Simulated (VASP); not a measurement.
# CoO (I4/mmm) in VASP: a series of runs

Aim: see how the results for CoO move with the level of theory and the settings. Levels: PBE, PBEsol. Tasks: single point.

Everything below comes from runs of VASP 6.6.1. Logs are shortened: lines on timing, memory, paths and dates and some standing lists are left out, and cuts for length are marked.

### 1 The crystal as given

The structure is tetragonal, space group I4/mmm (No. 139). The conventional cell has a = 3.016 Å, b = 3.016 Å, c = 4.214 Å, α = 90.00°, β = 90.00°, γ = 90.00°. Around Co (site symmetry 4/mmm) lie 6 O at 2.11 to 2.13 Å. O (site symmetry 4/mmm) is surrounded by 6 Co at 2.11 to 2.13 Å.

### 2 Single point, PBE, collinear spin, ferromagnetic start

INCAR reads:

```
ALGO     = Normal         # electronic algorithm
EDIFF    = 1E-6           # SCF threshold, eV
ENCUT    = 520            # plane-wave cutoff, eV
GGA      = PE             # functional
ISIF     = 2              # what is computed and relaxed
ISMEAR   = 0              # smearing method
ISPIN    = 2              # spin polarisation
LASPH    = T              # aspherical terms in the spheres
LCHARG   = F              # write CHGCAR
LMAXMIX  = 4              # l up to which the mixer works
LORBIT   = 11             # projections on sites
LREAL    = F              # projectors in reciprocal space
LWAVE    = F              # write WAVECAR
MAGMOM   = 2 0            # initial moments
NELM     = 150            # most SCF steps
PREC     = Accurate       # precision mode
SIGMA    = 0.02           # smearing width, eV
```

KPOINTS reads:

```
k-points
0
Gamma
  12 12 12
```

POSCAR reads:

```
CoO
1.0
   -1.5080000000      1.5080000000      2.1072475377
    1.5080000000     -1.5080000000      2.1072475377
    1.5080000000      1.5080000000     -2.1072475377
Co O
1 1
Direct
    0.0000000000      0.0000000000      0.0000000000
    0.5000000000      0.5000000000      0.0000000000
```

Potentials or basis: VASP PAW PBE potentials, release 64 (Co, O).

Run with:

```console
$ cat potpaw_PBE.64/Co/POTCAR potpaw_PBE.64/O/POTCAR > POTCAR
$ mpirun -np 1 vasp_std > vasp.out
```

OUTCAR:

```text
EDIFF = 1E-6
   ENCUT = 520
   GGA = PE
   ISIF = 2
   ISMEAR = 0
   ISPIN = 2
   LASPH = T
   LORBIT = 11
   LREAL = F
   NELM = 150
   PREC = Accurate

 ion  position               nearest neighbor table
   1  0.000  0.000  0.000-   2 2.11   2 2.11   2 2.13   2 2.13   2 2.13   2 2.13
   2  0.500  0.500  0.000-   1 2.11   1 2.11   1 2.13   1 2.13   1 2.13   1 2.13

  LATTYP: Found a body centered tetragonal cell.
 ALAT       =     3.0160000000
 C/A-ratio  =     1.3973790038

  Lattice vectors:

 A1 = (  -1.5080000000,   1.5080000000,   2.1072475377)
 A2 = (   1.5080000000,  -1.5080000000,   2.1072475377)
 A3 = (   1.5080000000,   1.5080000000,  -2.1072475377)

Analysis of symmetry for initial positions (statically):
=====================================================================
 Subroutine PRICEL returns:
 Original cell was already a primitive cell.

 Routine SETGRP: Setting up the symmetry group for a
 body centered tetragonal supercell.

 Subroutine GETGRP returns: Found 16 space group operations
 (whereof 16 operations were pure point group operations)
 out of a pool of 16 trial point group operations.

The static configuration has the point symmetry D_4h.

Analysis of symmetry for dynamics (positions and initial velocities):
=====================================================================
 Subroutine PRICEL returns:
 Original cell was already a primitive cell.

 Routine SETGRP: Setting up the symmetry group for a
 body centered tetragonal supercell.

 Subroutine GETGRP returns: Found 16 space group operations
 (whereof 16 operations were pure point group operations)
 out of a pool of 16 trial point group operations.

The dynamic configuration has the point symmetry D_4h.

Analysis of structural, dynamic, and magnetic symmetry:
=====================================================================
 Subroutine PRICEL returns:
 Original cell was already a primitive cell.

 Routine SETGRP: Setting up the symmetry group for a
 body centered tetragonal supercell.

 Subroutine GETGRP returns: Found 16 space group operations
 (whereof 16 operations were pure point group operations)
 out of a pool of 16 trial point group operations.

The overall configuration has the point symmetry D_4h.

 Subroutine INISYM returns: Found 16 space group operations
 (whereof 16 operations are pure point group operations),
 and found     1 'primitive' translations

----------------------------------------------------------------------------------------

                                     Primitive cell

  volume of cell :      19.1681

  direct lattice vectors                    reciprocal lattice vectors
    -1.508000000  1.508000000  2.107247538     0.000000000  0.331564987  0.237276348
     1.508000000 -1.508000000  2.107247538     0.331564987  0.000000000  0.237276348
     1.508000000  1.508000000 -2.107247538     0.331564987  0.331564987  0.000000000

  length of vectors
     2.998102764  2.998102764  2.998102764     0.407719764  0.407719764  0.468903701

  position of ions in fractional coordinates (direct lattice)
     0.000000000  0.000000000  0.000000000
     0.500000000  0.500000000  0.000000000

  ion indices of the primitive-cell ions
   primitive index   ion index
                 1           1
                 2           2

----------------------------------------------------------------------------------------

 KPOINTS: k-points

Automatic generation of k-mesh.
 Grid dimensions read from file:
 generate k-points for:   12   12   12

 Generating k-lattice:

  Cartesian coordinates                     Fractional coordinates (reciprocal lattice)
     0.000000000  0.027630416  0.019773029     0.083333333  0.000000000 -0.000000000
     0.027630416  0.000000000  0.019773029     0.000000000  0.083333333 -0.000000000
     0.027630416  0.027630416  0.000000000     0.000000000  0.000000000  0.083333333

  Length of vectors
     0.033976647  0.033976647  0.039075308

  Shift w.r.t. Gamma in fractional coordinates (k-lattice)
[... 38 lines left out ...]
   dimension x,y,z NGXF=    48 NGYF=   48 NGZF=   48
   ions per type =               1   1
   NGX,Y,Z   is equivalent  to a cutoff of  13.31, 13.31, 13.31 a.u.
   NGXF,Y,Z  is equivalent  to a cutoff of  26.62, 26.62, 26.62 a.u.
 SYSTEM =  unknown system
   PREC   = accura    normal or accurate (medium, high low for compatibility)
   ISTART =      0    job   : 0-new  1-cont  2-samecut
   ICHARG =      2    charge: 1-file 2-atom 10-const
   ISPIN  =      2    spin polarized calculation?
   LNONCOLLINEAR =      F non collinear calculations
   LSORBIT =      F    spin-orbit coupling
   LASPH  =      T    aspherical Exc in radial PAW
   ENCUT  =  520.0 eV  38.22 Ry    6.18 a.u.   5.57  5.57  5.57*2*pi/ulx,y,z
   NELM   =    150;   NELMIN=  2; NELMDL= -5     # of ELM steps
   EDIFF  = 0.1E-05   stopping-criterion for ELM
   LREAL  =      F    real-space projection
   EDIFFG = 0.1E-04   stopping-criterion for IOM
   NSW    =      0    number of steps for IOM
   IBRION =     -1    ionic relax: 0-MD 1-quasi-New 2-CG
   NFREE  =      0    steps in history (QN), initial steepest desc. (CG)
   ISIF   =      2    stress and relaxation
   ISYM   =      2    0-nonsym 1-usesym 2-fastsym
   POTIM  = 0.5000    time-step for ionic-motion
   TEBEG  =    0.0;   TEEND  =   0.0 temperature during run
   PSTRESS=    0.0 pullay stress
   NELECT =      15.0000    total number of electrons
   NUPDOWN=      -1.0000    fix difference up-down
   EMIN   =  10.00;   EMAX   =-10.00  energy-range for DOS
   EFERMI =   0.00;   METHOD = LEGACY
   ISMEAR =     0;   SIGMA  =   0.02  broadening in eV -4-tet -1-fermi 0-gaus
   EFERMI_NEDOS =   21; number of points for ismear=-14 and -15
   IALGO  =     38    algorithm
   IMIX   =      4    mixing-type and parameters
     AMIX     =   0.40;   BMIX     =  1.00
     AMIX_MAG =   1.60;   BMIX_MAG =  1.00
  volume/ion in A,a.u.               =       9.58        64.68
  Fermi-wavevector in a.u.,A,eV,Ry     =   1.508618  2.850874 30.965868  2.275927
  Thomas-Fermi vector in A             =   2.619048
   LORBIT       =     11    0 simple, 1 ext, 2 COOP (PROOUT), +10 PAW based schemes
   GGA     = PE    functional components
   LHFCALC =     F    Hartree Fock is set to
   AEXX    =    0.0000 exact exchange contribution
   IVDW    =     0    specifies the selected vdW correction
   LEPSILON=     F    determine dielectric tensor
   LRPA    =     F    only Hartree local field effects (RPA)
 spin polarized calculation
 Gauss-broadening in eV      SIGMA  =   0.02
  energy-cutoff  :      520.00
  volume of cell :       19.17
 maximum number of plane-waves:       533
 NGX is ok and might be reduce to    24
   NGX = 11   NGY = 11   NGZ = 11

 number of electron      15.0000006 magnetization       2.9219810

 Free energy of the ion-electron system (eV)
  ---------------------------------------------------
  ext. energy  EPLUGINS =         0.00000000
  ---------------------------------------------------
  free energy    TOTEN  =       -13.04669449 eV

  energy without entropy =      -13.04600526  energy(sigma->0) =      -13.04634987

 E-fermi :   8.0199     XC(G=0): -12.4547

 val. band max:        8.0185921678   @ k =   0.3333   0.3333   0.1667
 cond. band min:       8.0215144893   @ k =   0.2500   0.0833   0.0833
 fundamental gap:      0.0029223215
 Fermi energy:         8.0199261642

 spin component 1

 k-point     1 :       0.0000    0.0000    0.0000
  band No.  band energies     occupation
      1     -12.2421      1.00000
      2       4.7329      1.00000
      3       4.7466      1.00000
      4       4.8466      1.00000
      5       4.8832      1.00000
      6       4.8832      1.00000
      7       4.8856      1.00000
      8       4.8856      1.00000
      9       5.0202      1.00000
     10       9.0667      0.00000
     11      24.9101      0.00000
     12      26.2042      0.00000
[... 333 lines left out ...]
      1     -11.1687      1.00000
      2       0.6959      1.00000
      3       2.1815      1.00000
      4       2.5482      1.00000
      5       5.1434      1.00000
      6       5.6416      1.00000
      7       6.0833      1.00000
      8       7.0421      1.00000
      9       7.3204      1.00000
     10      13.9179      0.00000
     11      17.9233      0.00000
     12      20.2435      0.00000

 [... further k-points ...]

 spin component 2

 k-point     1 :       0.0000    0.0000    0.0000
  band No.  band energies     occupation
      1     -11.7299      1.00000
      2       5.4058      1.00000
      3       5.4656      1.00000
      4       5.4656      1.00000
      5       6.8933      1.00000
      6       6.8934      1.00000
      7       6.9299      1.00000
      8       8.0440      0.04419
      9       8.0944      0.00000
     10       9.6129      0.00000
     11      24.8167      0.00000
     12      26.7080      0.00000
[... 333 lines left out ...]
      1     -10.6135      1.00000
      2       1.3179      1.00000
      3       3.3269      1.00000
      4       3.7692      1.00000
      5       7.1717      1.00000
      6       7.9493      1.00000
      7       8.0925      0.00000
      8       9.6360      0.00000
      9      10.0079      0.00000
     10      14.5415      0.00000
     11      18.5883      0.00000
     12      20.8303      0.00000

 [... further k-points ...]

------------------------ aborting loop because EDIFF is reached ----------------------------------------

  FORCE on cell =-STRESS in cart. coord.  units (eV):
  Direction    XX          YY          ZZ          XY          YZ          ZX
  --------------------------------------------------------------------------------------
  -------------------------------------------------------------------------------------
  Total       -0.0559603     -0.0559603     -0.0588555      0.0000000     -0.0000000      0.0000000
  in kB       -4.6774816     -4.6774816     -4.9194864      0.0000000     -0.0000000      0.0000000
  external PRESSURE =      -4.7581499 kB  Pullay stress =       0.0000000 kB

 VOLUME and BASIS-vectors are now :
 -----------------------------------------------------------------------------
  energy-cutoff  :      520.00
  volume of cell :       19.17
      direct lattice vectors                 reciprocal lattice vectors
    -1.508000000  1.508000000  2.107247538     0.000000000  0.331564987  0.237276348
     1.508000000 -1.508000000  2.107247538     0.331564987  0.000000000  0.237276348
     1.508000000  1.508000000 -2.107247538     0.331564987  0.331564987  0.000000000

 POSITION                                       TOTAL-FORCE (eV/Angst)
 -----------------------------------------------------------------------------------
      0.00000      0.00000      0.00000         0.000000      0.000000      0.000000
      0.00000      0.00000      2.10725        -0.000000     -0.000000      0.000000
 -----------------------------------------------------------------------------------
    total drift:                               -0.000000      0.000000     -0.000000

  FREE ENERGIE OF THE ION-ELECTRON SYSTEM (eV)
  ---------------------------------------------------
  free  energy   TOTEN  =       -13.0466944862 eV

  energy  without entropy=      -13.0460052605  energy(sigma->0) =      -13.04634987

 total charge

# of ion       s       p       d       tot
------------------------------------------
    1        0.296   0.362   7.147   7.805
    2        1.556   3.428   0.000   4.984
--------------------------------------------------
tot          1.852   3.790   7.147  12.790

 magnetization (x)

# of ion       s       p       d       tot
------------------------------------------
    1        0.021   0.018   2.528   2.566
    2        0.029   0.276   0.000   0.305
--------------------------------------------------
tot          0.050   0.294   2.528   2.871
```

It took 41 s on 1 thread of Intel Xeon 6975P-C (Granite Rapids), shared host; peak memory 0.19 GiB.

What came out:

```yaml
Free_energy: -13.0467 eV
Pressure: -0.5 GPa
Band_gap_on_the_k_mesh: none (metal or under the smearing width)
Net_moment: 2.92 μB per cell
Site_moments: Co +2.57; O +0.30 μB
Valence_electrons_inside_the_program's_atomic_spheres: Co 7.80; O 4.98
```

Levels at points of the mesh, in eV from the Fermi level:
Spin up:
```
           k point  band 5  band 6  band 7  band 8  band 9  band 10  band 11  band 12
(0.00, 0.00, 0.00)   -3.14   -3.14   -3.13   -3.13   -3.00     1.05    16.89    18.18
(0.50, 0.00, 0.00)   -2.39   -2.34   -1.80    0.08    0.16     5.09     9.42    13.36
(0.50, 0.50, 0.00)   -3.98   -2.94   -2.41   -2.10   -2.02     5.92     9.83    11.76
(0.50, 0.50, 0.50)   -3.90   -2.90   -2.42   -2.11   -2.11     5.93     9.98    11.64
```
Spin down:
```csv
k point,band 3,band 4,band 5,band 6,band 7,band 8,band 9,band 10
"(0.00, 0.00, 0.00)",-2.55,-2.55,-1.13,-1.13,-1.09,0.02,0.07,1.59
"(0.50, 0.00, 0.00)",-4.69,-4.64,-0.15,-0.11,0.18,2.71,2.74,5.38
"(0.50, 0.50, 0.00)",-3.88,-3.77,-2.24,0.10,0.14,0.51,1.01,6.78
"(0.50, 0.50, 0.50)",-3.86,-3.86,-2.26,0.13,0.13,0.58,0.98,6.78
```

Caveat: a cell with one magnetic atom can't hold antiferromagnetic order, which such compounds often take; semilocal functionals often make such compounds metallic where correlation or magnetic order opens a gap, which also shifts bond lengths.

### 3 Single point, PBE, collinear spin, ferromagnetic start

run.py reads:

```python
from ase.calculators.vasp import Vasp
from ase.dft.bandgap import bandgap
from ase.io import read

atoms = read('CoO.cif', primitive_cell=True, subtrans_included=False)
atoms.set_initial_magnetic_moments([2.0, 0.0])
calc = Vasp(
    directory='calc',
    xc='pbe',
    pp='PBE',
    setups='materialsproject',
    prec='Accurate',
    encut=520,
    ediff=1e-06,
    ismear=0,
    sigma=0.02,
    lreal=False,
    lasph=True,
    nelm=100,
    algo='Normal',
    isif=2,
    lwave=False,
    lcharg=False,
    ispin=2,
    lorbit=11,
    lmaxmix=4,
    kpts=[12, 12, 12],
    gamma=True,
)
atoms.calc = calc

print('energy (eV):', atoms.get_potential_energy())
print('free energy (eV):', atoms.get_potential_energy(force_consistent=True))
print('forces (eV/A):')
print(atoms.get_forces())
print('stress (eV/A^3, Voigt):', atoms.get_stress())
print('Fermi level (eV):', calc.get_fermi_level())
print('moment (muB):', atoms.get_magnetic_moment())
print('site moments (muB):', atoms.get_magnetic_moments())
gap, top, bottom = bandgap(calc)
print('band gap (eV):', gap, 'from (spin, k, band)', top, 'to', bottom)
```

CoO.cif reads:

```cif
data_CoO
_cell_length_a 3.01600000
_cell_length_b 3.01600000
_cell_length_c 4.21449508
_cell_angle_alpha 90.00000000
_cell_angle_beta 90.00000000
_cell_angle_gamma 90.00000000
_space_group_name_H-M_alt 'I4/mmm'
_space_group_name_Hall '-I 4 2'
_space_group_IT_number 139
loop_
_space_group_symop_operation_xyz
'x,y,z'
'-x,-y,-z'
'-y,x,z'
'y,-x,-z'
'-x,-y,z'
'x,y,-z'
'y,-x,z'
'-y,x,-z'
'x,-y,-z'
'-x,y,z'
'-y,-x,-z'
'y,x,z'
'-x,y,-z'
'x,-y,z'
'y,x,-z'
'-y,-x,z'
'x+1/2,y+1/2,z+1/2'
'-x+1/2,-y+1/2,-z+1/2'
'-y+1/2,x+1/2,z+1/2'
'y+1/2,-x+1/2,-z+1/2'
'-x+1/2,-y+1/2,z+1/2'
'x+1/2,y+1/2,-z+1/2'
'y+1/2,-x+1/2,z+1/2'
'-y+1/2,x+1/2,-z+1/2'
'x+1/2,-y+1/2,-z+1/2'
'-x+1/2,y+1/2,z+1/2'
'-y+1/2,-x+1/2,-z+1/2'
'y+1/2,x+1/2,z+1/2'
'-x+1/2,y+1/2,-z+1/2'
'x+1/2,-y+1/2,z+1/2'
'y+1/2,x+1/2,-z+1/2'
'-y+1/2,-x+1/2,z+1/2'
loop_
_atom_site_label
_atom_site_type_symbol
_atom_site_symmetry_multiplicity
_atom_site_Wyckoff_symbol
_atom_site_fract_x
_atom_site_fract_y
_atom_site_fract_z
_atom_site_occupancy
Co1 Co 2 a 0.0000000000 0.0000000000 0.0000000000 1
O1 O 2 b 0.0000000000 0.0000000000 0.5000000000 1
```

Potentials or basis: VASP PAW PBE potentials, release 64 (Co, O).

Run with:

```console
$ python run.py
```

Wall time 43 s (1 thread of Intel Xeon 6975P-C (Granite Rapids), shared host); peak memory 0.2 GiB.

The run converged. Its results:

| Quantity | Value |
| --- | --- |
| Free energy | -13.0467 eV |
| Pressure | -0.5 GPa |
| Band gap on the k mesh | none (metal or under the smearing width) |
| Net moment | 2.92 μB per cell |
| Site moments | Co +2.57; O +0.30 μB |
| Valence electrons inside the program's atomic spheres | Co 7.80; O 4.98 |

Levels at points of the mesh, in eV from the Fermi level:
Spin up:
| k point | band 7 | band 8 | band 9 | band 10 | band 11 | band 12 |
| --- | --- | --- | --- | --- | --- | --- |
| (0.00, 0.00, 0.00) | -3.13 | -3.13 | -3.00 | 1.05 | 16.89 | 18.18 |
| (0.50, 0.00, 0.00) | -1.80 | 0.08 | 0.16 | 5.09 | 9.42 | 13.36 |
| (0.50, 0.50, 0.00) | -2.41 | -2.10 | -2.02 | 5.92 | 9.83 | 11.76 |
| (0.50, 0.50, 0.50) | -2.42 | -2.11 | -2.11 | 5.93 | 9.98 | 11.64 |
Spin down:
| k point | band 2 | band 3 | band 4 | band 5 | band 6 | band 7 | band 8 | band 9 | band 10 | band 11 |
| --- | --- | --- | --- | --- | --- | --- | --- | --- | --- | --- |
| (0.00, 0.00, 0.00) | -2.61 | -2.55 | -2.55 | -1.13 | -1.13 | -1.09 | 0.02 | 0.07 | 1.59 | 16.80 |
| (0.50, 0.00, 0.00) | -7.63 | -4.69 | -4.64 | -0.15 | -0.11 | 0.18 | 2.71 | 2.74 | 5.38 | 10.21 |
| (0.50, 0.50, 0.00) | -6.43 | -3.88 | -3.77 | -2.24 | 0.10 | 0.14 | 0.51 | 1.01 | 6.78 | 10.30 |
| (0.50, 0.50, 0.50) | -6.42 | -3.86 | -3.86 | -2.26 | 0.13 | 0.13 | 0.58 | 0.98 | 6.78 | 10.44 |

Caveat: a cell with one magnetic atom can't hold antiferromagnetic order, which such compounds often take; semilocal functionals often make such compounds metallic where correlation or magnetic order opens a gap, which also shifts bond lengths. With open d or f shells a metallic result of PBE can be an artefact of self-interaction; +U or a hybrid may open a gap.

[end of part 1 of 2]
